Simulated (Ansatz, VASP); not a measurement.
## Ag in VASP and in Ansatz

Contents of INCAR:

```
SYSTEM = Ag
PREC = Accurate
ENCUT = 600
EDIFF = 1E-7
ISMEAR = -1
SIGMA = 0.05
LREAL = .False.
LASPH = .True.
NELM = 100
ALGO = Normal
ISIF = 3
LWAVE = .False.
LCHARG = .False.
GGA = PE
IVDW = 13
IBRION = 2
NSW = 60
EDIFFG = -0.01
```

Contents of KPOINTS:

```
regular mesh
0
Gamma
  11 11 11
  0 0 0
```

File POSCAR:

```
Ag
1.0
   -1.6556540000      1.6556540000      1.6556540000
    1.6556540000     -1.6556540000      1.6556540000
    1.6556540000      1.6556540000     -1.6556540000
Ag
1
Direct
    0.0000000000      0.0000000000      0.0000000000
```

Contents of input.yaml:

```yaml
crystal:
  lattice:
    - [-1.655654, 1.655654, 1.655654]
    - [1.655654, -1.655654, 1.655654]
    - [1.655654, 1.655654, -1.655654]
  atoms:
    - { symbol: Ag, position: [0.0, 0.0, 0.0] }
hamiltonian:
  xc: pbe
  pseudopotentials: { kind: paw }
  dispersion: d4
kpoints:
  mp_grid: { grid: [11, 11, 11] }
scf:
  occupations: { method: fermi_dirac, width: 0.05 }
output:
  forces: true
  stress: true
  eigenvalues: true
relax:
  f_tol: 0.01
  max_steps: 40
  cell: { stress_tol: 0.05 }
```

This isn't the form of Ag at room conditions, which is fcc.

Alike in both runs: task relaxation of cell and atoms; functional PBE; dispersion D4; k mesh 11 × 11 × 11; occupations fermi-dirac, width 0.05 eV; no spin polarisation.

|  | VASP | Ansatz |
| --- | --- | --- |
| version | VASP 6.6.1 | Ansatz 0.2.0 |
| potentials or method | VASP PAW PBE potentials, release 64 (Ag) | Ansatz PAW |
| plane-wave cutoff (eV) | 600 | 420 |
| valence electrons in the cell | 11 | 19 |

```tsv
	VASP	Ansatz	Ansatz less VASP
gap on the k mesh at the Fermi level, each at its own relaxed structure (eV)	none	none	-
relaxed volume (Å³/atom)	17.13	17.15	+0.027
relaxed cell length with the largest relative difference (Å)	2.813	2.814	+0.0015
energy change over the relaxation (meV/atom)	-18	-17	+1.0
```

A gap of «none» marks a metal or a gap that the smearing closes. The two sets of potentials don't hold the same shells in valence.

Caveats: pairwise dispersion overbinds metals, which lowers pressure and volume; the plane-wave basis is chosen anew once the cell has moved, so the energies of steps on either side of that aren't comparable (Ansatz).
